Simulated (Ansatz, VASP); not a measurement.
## Two plane-wave programs on Y

INCAR

```
PREC = Accurate
ENCUT = 520
EDIFF = 1E-7
ISMEAR = 0
SIGMA = 0.15
LREAL = F
LASPH = T
NELM = 80
ALGO = Fast
ISIF = 2
LWAVE = F
LCHARG = F
GGA = PE
NBANDS = 18
```

File KPOINTS:

```
Automatic mesh
0
Gamma
  18 18 8
```

The input POSCAR:

```
Y
1.0
    3.7427867180      0.0000000000      0.0000000000
   -1.8713933590      3.2413483788      0.0000000000
    0.0000000000      0.0000000000      5.7474000000
Y
2
Direct
    0.3333333333      0.6666666667      0.2500000000
    0.6666666667      0.3333333333      0.7500000000
```

Input for Ansatz:

```yaml
crystal:
  lattice:
    - [3.742786718, 0.0, 0.0]
    - [-1.871393359, 3.2413483788, 0.0]
    - [0.0, 0.0, 5.7474]
  atoms:
    - { symbol: "Y", position: [0.3333333333, 0.6666666667, 0.25] }
    - { symbol: "Y", position: [0.6666666667, 0.3333333333, 0.75] }
basis:
  ecutwfc: 420
kpoints:
  mp_grid: { grid: [18, 18, 8] }
hamiltonian:
  xc: pbe
scf:
  occupations: { method: gaussian, width: 0.15 }
output:
  forces: true
  stress: true
  eigenvalues: true
```

Change from the starting cell: strain +0.025 along x and y, +0.000 along z, atoms carried along.

Alike in both runs: task single point; functional PBE; k mesh 18 × 18 × 8; occupations gaussian, width 0.15 eV; no spin polarisation.

|  | VASP | Ansatz |
| --- | --- | --- |
| version | VASP 6.6.1 | Ansatz 0.2.0 |
| potentials or method | VASP PAW PBE potentials, release 64 (Y_sv) | scalar-relativistic, plane waves, PAW |
| plane-wave cutoff (eV) | 520 | 420 |
| valence electrons in the cell | 22 | 22 |

|  | VASP | Ansatz | Ansatz less VASP |
| --- | --- | --- | --- |
| gap on the k mesh at the Fermi level (eV) | none | none | - |
| pressure (GPa) | -2.3 | -2.2 | +0.09 |
| largest component of the traceless stress (GPa) | 0.46 | 0.46 | 0.000 |

A gap of «none» marks a metal or a gap that the smearing closes.
